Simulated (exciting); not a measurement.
**Equation of state of Tc under PBEsol**

Space group Fm-3m (No. 225). a = 3.900 Å, b = 3.900 Å, c = 3.900 Å, α = 90.00°, β = 90.00°, γ = 90.00°
```
atom  site  symmetry       x       y       z
  Tc    4a      m-3m  0.0000  0.0000  0.0000
```

This isn't the form of Tc at room conditions, which is hcp.

The cell was scaled at fixed shape and fractions and run with exciting, all-electron LAPW+lo, shipped species files, valence relativity iora*; PBEsol, k mesh 12 × 12 × 12 on the cell of 1 atom, fermi-dirac occupations of 0.05 eV, no spin polarisation, no spin-orbit coupling. Energies are those that the program minimises, any entropy of the smearing included. For a metal such a mesh isn't converged to the digits shown.

| V (Å³/atom) | energy over the lowest row (meV/atom) |
| --- | --- |
| 13.9400 | 0.38 |
| 14.2366 | 0.00 |
| 14.5332 | 11.91 |
| 14.8297 | ? |
| 15.1263 | 66.48 |
| 15.4229 | 106.78 |
| 15.7195 | 154.95 |

Problem. Fit the third-order Birch-Murnaghan form, give V0, B0 and B′, and predict the energy left open.

Solution. With y = (V0/V)^(2/3), E = E0 + (9 V0 B0/16) [(y - 1)³ B′ + (y - 1)² (6 - 4y)]. Least squares through the rows shown give V0 = 14.0932 Å³/atom, E0 = -1.39 meV, B0 = 327.6 GPa (1 eV/Å³ = 160.218 GPa) and B′ = 4.63, with a largest miss of 0.13 meV, so B0 and B′ are loose. At V = 14.8297 the form with these constants gives 34.37 meV; the run gave 34.44 meV an atom.
